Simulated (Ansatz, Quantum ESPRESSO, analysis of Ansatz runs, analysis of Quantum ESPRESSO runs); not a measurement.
# Reproducing a measured charge-transition level: substitutional N in diamond (Quantum ESPRESSO), part 2 of 4

How near does this set-up come to the measured charge-transition level? Subject: substitutional N in diamond. Set-up: LDA, GBRV 1.5 LDA, 64-site cell, LDA lattice, k: the zone centre alone then 2x2x2 shifted, started with the impurity moved along one bond, start relaxed with Ansatz. The model is a cell of 64 host atoms with 1 C taken out and 1 N put in. The level is the Fermi energy at which two charge states have equal formation energy, after a correction for the images of the charge. A local or semilocal functional is the cheapest first rung.

Quantum ESPRESSO 7.5; LDA, GBRV 1.5 LDA, 64-site cell, LDA lattice, k: the zone centre alone then 2x2x2 shifted, started with the impurity moved along one bond, start relaxed with Ansatz.

So far: The structure; Relaxation, charge +1.

**3. Single point, charge +1**

The relaxed structure is kept, and the final numbers are taken at the final level and k-points.

This step: Quantum ESPRESSO plane-wave DFT, LDA, GBRV 1.5 LDA potentials; single point of a defect supercell.

Contents of pw.in:

```
&CONTROL
  calculation = 'scf'
  prefix = 'pwscf'
  outdir = './tmp'
  pseudo_dir = './pseudo'
  tprnfor = .true.
  disk_io = 'low'
/
&SYSTEM
  ibrav = 0
  nat = 64
  ntyp = 2
  ecutwfc = 45
  ecutrho = 360
  nbnd = 132
  occupations = 'smearing'
  smearing = 'fd'
  degauss = 0.00073499
  tot_charge = 1
  nosym = .true.
/
&ELECTRONS
  conv_thr = 6d-08
  electron_maxstep = 100
  mixing_beta = 0.5
/
ATOMIC_SPECIES
C     12.0110 c_lda_v1.2.uspp.F.UPF
N     14.0070 n_lda_v1.2.uspp.F.UPF
CELL_PARAMETERS angstrom
   7.0641498481    0.0000000000    0.0000000000
   0.0000000000    7.0641498481    0.0000000000
   0.0000000000    0.0000000000    7.0641498481
ATOMIC_POSITIONS crystal
C      0.0007343228    0.0004035279    0.2498871060
C      0.0007341856    0.2498544625    0.0004366267
[... 1 atom line left out ...]
C      0.2499346109    0.2496048632    0.2496366035
C      0.1258483819    0.1255189255    0.3762528254
C      0.1258482904    0.3762213342    0.1255505424
C      0.3765515037    0.1255180301    0.1255502729
N      0.3755623945    0.3752336361    0.3752658334
[... 5 atom lines left out ...]
C      0.1258501668    0.3742412639    0.6249770352
C      0.3745705614    0.1255204588    0.6249774313
[... 5 atom lines left out ...]
C      0.1258499908    0.6249450063    0.3742728657
[... 1 atom line left out ...]
C      0.3745707034    0.6249444303    0.1255527244
[... 3 atom lines left out ...]
C      0.2499350923    0.5008609969    0.5008923869
[... 14 atom lines left out ...]
C      0.5011894907    0.2496056349    0.5008920432
[... 6 atom lines left out ...]
C      0.5011908551    0.5008604558    0.2496369807
[... 14 atom lines left out ...]
C      0.8755637393    0.8752332021    0.8752662538
K_POINTS automatic
2 2 2 1 1 1
```

Contents of pp_potential.in:

```
&INPUTPP
  prefix = 'pwscf'
  outdir = './tmp'
  filplot = 'potential.dat'
  plot_num = 11
/
&PLOT
  nfile = 1
  filepp(1) = 'potential.dat'
  iflag = 3
  output_format = 6
  fileout = 'potential.cube'
/
```

Launch:

```
OMP_NUM_THREADS=1 mpirun -n 4 pw.x -nk 2 -in pw.in > pw.out
OMP_NUM_THREADS=1 mpirun -n 4 pp.x -in pp_potential.in > pp_potential.out
```

Output:

```text
[banner, memory and clock lines left out]
          URL

     bravais-lattice index     =            0
     lattice parameter (alat)  =      13.3493  a.u.
     unit-cell volume          =    2378.9007 (a.u.)^3
     number of atoms/cell      =           64
     number of atomic types    =            2
     number of electrons       =       256.00
     number of Kohn-Sham states=          132
     kinetic-energy cutoff     =      45.0000  Ry
     charge density cutoff     =     360.0000  Ry
     scf convergence threshold =      6.0E-08
     mixing beta               =       0.5000
     number of iterations used =            8  plain     mixing
     Exchange-correlation= SLA  PZ   NOGX NOGC
                           (   1   1   0   0   0   0   0)

     celldm(1)=  13.349309  celldm(2)=   0.000000  celldm(3)=   0.000000
     celldm(4)=   0.000000  celldm(5)=   0.000000  celldm(6)=   0.000000

     crystal axes: (cart. coord. in units of alat)
               a(1) = (   1.000000   0.000000   0.000000 )
               a(2) = (   0.000000   1.000000   0.000000 )
               a(3) = (   0.000000   0.000000   1.000000 )

     reciprocal axes: (cart. coord. in units 2 pi/alat)
               b(1) = (  1.000000  0.000000  0.000000 )
               b(2) = (  0.000000  1.000000  0.000000 )
               b(3) = (  0.000000  0.000000  1.000000 )

     PseudoPot. # 1 for C  read from file:
     c_lda_v1.2.uspp.F.UPF
     Pseudo is Ultrasoft + core correction, Zval =  4.0
     Generated by new atomic code, or converted to UPF format
     Using radial grid of  721 points,  4 beta functions with:
                l(1) =   0
                l(2) =   0
                l(3) =   1
                l(4) =   1
     Q(r) pseudized with  8 coefficients,  rinner =    1.100   1.100   1.100

     PseudoPot. # 2 for N  read from file:
     n_lda_v1.2.uspp.F.UPF
     Pseudo is Ultrasoft + core correction, Zval =  5.0
     Generated by new atomic code, or converted to UPF format
     Using radial grid of  729 points,  4 beta functions with:
                l(1) =   0
                l(2) =   0
                l(3) =   1
                l(4) =   1
     Q(r) pseudized with  8 coefficients,  rinner =    0.900   0.900   0.900

     atomic species   valence    mass     pseudopotential
     C                 4.00    12.01100     C ( 1.00)
     N                 5.00    14.00700     N ( 1.00)

     No symmetry found

   Cartesian axes

     site n.     atom                  positions (alat units)
         1        C      tau(   1) = (   0.0007343   0.0004035   0.2498871  )
         2        C      tau(   2) = (   0.0007342   0.2498545   0.0004366  )
         3        C      tau(   3) = (   0.2501850   0.0004037   0.0004362  )
         4        C      tau(   4) = (   0.2499346   0.2496049   0.2496366  )
         5        C      tau(   5) = (   0.1258484   0.1255189   0.3762528  )
         6        C      tau(   6) = (   0.1258483   0.3762213   0.1255505  )
         7        C      tau(   7) = (   0.3765515   0.1255180   0.1255503  )
         8        N      tau(   8) = (   0.3755624   0.3752336   0.3752658  )
         9        C      tau(   9) = (   0.0004789   0.0001482   0.7503475  )
        10        C      tau(  10) = (   0.0002780   0.2502151   0.5002806  )
        11        C      tau(  11) = (   0.2505438  -0.0000520   0.5002807  )
[...]
60        C      tau(  60) = (   0.7506471   0.7503167   0.7503501  )
        61        C      tau(  61) = (   0.6256484   0.6253186   0.8753085  )
        62        C      tau(  62) = (   0.6256489   0.8752759   0.6253516  )
        63        C      tau(  63) = (   0.8756061   0.6253186   0.6253514  )
        64        C      tau(  64) = (   0.8755637   0.8752332   0.8752663  )

     number of k points=     4  Fermi-Dirac smearing, width (Ry)=  0.0007
                       cart. coord. in units 2pi/alat
        k(    1) = (   0.2500000   0.2500000   0.2500000), wk =   0.5000000
        k(    2) = (   0.2500000   0.2500000  -0.2500000), wk =   0.5000000
        k(    3) = (   0.2500000  -0.2500000   0.2500000), wk =   0.5000000
        k(    4) = (   0.2500000  -0.2500000  -0.2500000), wk =   0.5000000

     Dense  grid:   274553 G-vectors     FFT dimensions: (  81,  81,  81)

     Smooth grid:    97233 G-vectors     FFT dimensions: (  60,  60,  60)

     Initial potential from superposition of free atoms

     starting charge     256.9978, renormalised to     256.0000
     Starting wfcs are  256 randomized atomic wfcs

     Self-consistent Calculation

     iteration #  1     ecut=    45.00 Ry     beta= 0.50
     Davidson diagonalization with overlap
     ethr =  1.00E-02,  avg # of iterations =  2.0

     total energy              =    -747.40718367 Ry
     estimated scf accuracy    <       4.40173866 Ry

     iteration #  2     ecut=    45.00 Ry     beta= 0.50
     Davidson diagonalization with overlap
     ethr =  1.72E-03,  avg # of iterations =  3.0

     total energy              =    -747.35744157 Ry
     estimated scf accuracy    <       0.66052132 Ry

     iteration #  3     ecut=    45.00 Ry     beta= 0.50
     Davidson diagonalization with overlap
     ethr =  2.58E-04,  avg # of iterations =  8.0

     total energy              =    -747.42355341 Ry
     estimated scf accuracy    <       0.11829396 Ry

     iteration #  4     ecut=    45.00 Ry     beta= 0.50
     Davidson diagonalization with overlap
     ethr =  4.62E-05,  avg # of iterations = 13.0

     total energy              =    -747.44653170 Ry
     estimated scf accuracy    <       0.00275704 Ry

     iteration #  5     ecut=    45.00 Ry     beta= 0.50
     Davidson diagonalization with overlap
     ethr =  1.08E-06,  avg # of iterations =  7.0

     total energy              =    -747.44694885 Ry
     estimated scf accuracy    <       0.00058824 Ry

     iteration #  6     ecut=    45.00 Ry     beta= 0.50
     Davidson diagonalization with overlap
     ethr =  2.30E-07,  avg # of iterations =  2.0

     total energy              =    -747.44701571 Ry
     estimated scf accuracy    <       0.00002802 Ry

     iteration #  7     ecut=    45.00 Ry     beta= 0.50
     Davidson diagonalization with overlap
     ethr =  1.09E-08,  avg # of iterations =  4.0

     total energy              =    -747.44702011 Ry
     estimated scf accuracy    <       0.00000234 Ry

     iteration #  8     ecut=    45.00 Ry     beta= 0.50
     Davidson diagonalization with overlap
     ethr =  9.16E-10,  avg # of iterations =  3.0

     total energy              =    -747.44702075 Ry
     estimated scf accuracy    <       0.00000010 Ry

     iteration #  9     ecut=    45.00 Ry     beta= 0.50
     Davidson diagonalization with overlap
     ethr =  3.75E-11,  avg # of iterations =  4.0

     total energy              =    -747.44702080 Ry
     estimated scf accuracy    <       0.00000006 Ry

     iteration # 10     ecut=    45.00 Ry     beta= 0.50
     Davidson diagonalization with overlap
     ethr =  2.39E-11,  avg # of iterations =  2.0

     End of self-consistent calculation

          k = 0.2500 0.2500 0.2500 ( 12067 PWs)   bands (ev):

    -8.4930  -7.1568  -6.4326  -6.4326  -5.7487  -5.2788  -5.2788  -4.8018
    -4.2061  -4.1559  -4.1559  -3.5931  -3.1724  -3.1724  -3.0404  -3.0404
    -3.0233  -2.3214  -2.1706  -2.1705  -1.5806  -1.1331  -1.1331  -1.1311
    -0.9424  -0.9424  -0.3691  -0.1542  -0.1542  -0.0455  -0.0345  -0.0345
     0.7235   0.7837   0.7837   1.5452   1.9136   1.9136   1.9538   2.2047
     2.2048   2.4396   2.4438   2.4438   2.7468   2.9461   2.9461   2.9507
     3.4860   3.5039   3.5039   3.7068   3.7313   3.7313   4.7377   4.7748
     4.7748   5.0010   5.0010   5.0470   5.5123   5.5939   5.5940   5.6772
     5.7709   5.7709   5.8294   6.0141   6.0142   6.1002   6.1550   6.1550
     6.7433   6.7433   6.8196   7.0930   7.0930   7.1364   7.2208   7.2314
[...]
17.8365  18.5388  18.5389  18.6579

          k = 0.2500 0.2500-0.2500 ( 12067 PWs)   bands (ev):

[...]
17.8364  18.5388  18.5388  18.6579

          k = 0.2500-0.2500 0.2500 ( 12067 PWs)   bands (ev):

[...]
17.8364  18.5388  18.5388  18.6579

          k = 0.2500-0.2500-0.2500 ( 12067 PWs)   bands (ev):

[...]
8.1625   8.2430   8.4232   8.4232   8.4289   8.6344   8.6344   8.6889
     8.7444   9.1477   9.1477   9.1639   9.2418   9.2419   9.3439   9.3530
     9.3530   9.4806   9.4913   9.4914   9.5528   9.5528   9.5858   9.9878
     9.9878  10.0358  10.5698  10.5698  10.7181  11.0045  11.0045  11.0997
    11.4924  11.5860  11.5861  11.7320  11.7320  11.7938  12.9182  12.9182
    17.8364  18.5388  18.5388  18.6580

     the Fermi energy is    15.3391 ev

!    total energy              =    -747.44702087 Ry
     estimated scf accuracy    <          5.7E-09 Ry
     smearing contrib. (-TS)   =       0.00000000 Ry
     internal energy E=F+TS    =    -747.44702087 Ry

     The total energy is F=E-TS. E is the sum of the following terms:
     one-electron contribution =     260.74912720 Ry
     hartree contribution      =      62.05241289 Ry
     xc contribution           =    -237.11965323 Ry
     ewald contribution        =    -833.12890774 Ry

     convergence has been achieved in  10 iterations

     Forces acting on atoms (cartesian axes, Ry/au):

     atom    1 type  1   force =    -0.00032373   -0.00031649   -0.00000814
     atom    2 type  1   force =    -0.00032170   -0.00000419   -0.00032103
     atom    3 type  1   force =    -0.00000680   -0.00031717   -0.00031849
     atom    4 type  1   force =    -0.00155986   -0.00156188   -0.00155866
     atom    5 type  1   force =    -0.00032134   -0.00032323   -0.00079923
     atom    6 type  1   force =    -0.00031855   -0.00080948   -0.00031538
     atom    7 type  1   force =    -0.00080839   -0.00031491   -0.00031350
     atom    8 type  2   force =     0.00000312   -0.00000840   -0.00001187
     atom    9 type  1   force =    -0.00023180   -0.00022260    0.00022893
     atom   10 type  1   force =    -0.00027392    0.00002516   -0.00001790
[...]
atom   60 type  1   force =     0.00022590    0.00022684    0.00021799
     atom   61 type  1   force =     0.00026475    0.00025656   -0.00004759
     atom   62 type  1   force =     0.00025999   -0.00004295    0.00025258
     atom   63 type  1   force =    -0.00004724    0.00025760    0.00025733
     atom   64 type  1   force =    -0.00001191   -0.00000894   -0.00001355

     Total force =     0.006728     Total SCF correction =     0.000157
```

It took 66 s on 4 MPI ranks of Arm Neoverse V2, shared host; peak memory 1.2 GiB; 4.4 min of CPU time.

(Continued in part 3 of 4.)

[Logs are printed without paths, hosts, clocks, repeated set-up lines and the standing remarks that a program may print on its own settings, such as how far it seeks lower states.]

[Hosts, paths, dates, database ids (printed as entryN), source tags and the programs' standing remarks are cut or masked in the printed files.]

[For some hosts the program warned that the k-mesh of the response run may be too coarse for force constants and the static dielectric constant; such warnings are not shown here.]
